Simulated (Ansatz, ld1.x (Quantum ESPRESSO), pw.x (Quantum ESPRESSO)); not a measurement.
# osmium: one change to the TM potential, in the atom and in the sc crystal

```json
{"Element": "Os (Z = 76)", "Generator": "ld1.x (Quantum ESPRESSO) 7.5", "Type": "norm-conserving Troullier–Martins (Kleinman–Bylander form)", "Functional": "PBE", "Relativity": "scalar-relativistic", "Frozen core": "[Xe] 4f14", "Valence charge": "8", "Reference configuration": "5d6 6s2 6p0", "Partial waves": "6p (bound, empty): rc 2.80 bohr; 5d (bound): rc 2.50 bohr; 6s (bound): rc 2.30 bohr", "Local potential": "the s channel", "Core correction": "none"}
```

Change: local potential the p channel.

Cutoffs, loose and tight: the cutoffs (Ry, on a coarse ladder) from which the occupation-weighted sum of valence levels, in a spherical-Bessel basis at the reference potential, stays within 10 and 1 mRy of its value at 400 Ry. They do not see the model core or the augmentation charge, which bear on the density cutoff. Test errors are all-electron minus pseudo excitation energies from the reference, over the configurations 5d6 6s1 6p0; 5d6 6s0 6p0; 5d5 6s0 6p0; 5d6 6s0 6p2; 5d5 6s2 6p1; 5d6 6s0 6p1; 5d6 6s1.5 6p0; variants that change the core or the reference have their own tests.

Crystal test: sc Os in pw.x 7.5, no spin, 13³ k-points, Fermi–Dirac smearing 0.01 Ry, cutoffs set for each file from its atomic test. The reference is all-electron LAPW (Ansatz 0.2.0) with the same functional, mesh and smearing; V0 and B0 come from Birch–Murnaghan fits to the pressures at five volumes. Errors are pseudo minus all-electron; Δ is the rms difference of the E(V) curves that follow from these fits, minima aligned, over ±6 % about the mean V0. Mesh and smearing are coarse, so the numbers serve the comparison and aren't converged zero-temperature values; the lattice is a test structure that the element need not adopt.

All-electron: a0 = 2.558 Å (V0 = 16.75 Å³/atom), B0 = 267.5 GPa.

Q: Does the change bring the crystal closer to the all-electron result?

A: The mean pressure error goes from +12.18 to +38.44 GPa, so the change moves the solid further from the all-electron pressures.

```csv
quantity,base,changed
outcome (atom),generated,generated
"cutoff, loose (atom)",30 Ry,30 Ry
"cutoff, tight (atom)",35 Ry,35 Ry
bound ghosts (atom),none,none
largest test error (meV) (atom),-56,-113
cutoffs in pw.x (Ry),45/180,45/180
a0 (Å),2.595,–
a0 error (%),+1.42,–
B0 error (%),-3.5,–
Δ (meV/atom),41.6,–
mean pressure error (GPa),+12.18,+38.44
```

A dash: not determined, or the minimum lies outside the volumes sampled.

Base: The largest radius (2.80 bohr) exceeds half the bond length (2.42 bohr), so the spheres overlap, which is one possible source of error among others. This is a poor potential for the solid. Changed file: The largest radius (2.80 bohr) exceeds half the bond length (2.42 bohr), so the spheres overlap, which is one possible source of error among others. This is a poor potential for the solid. The atomic cutoffs weigh occupied waves only.
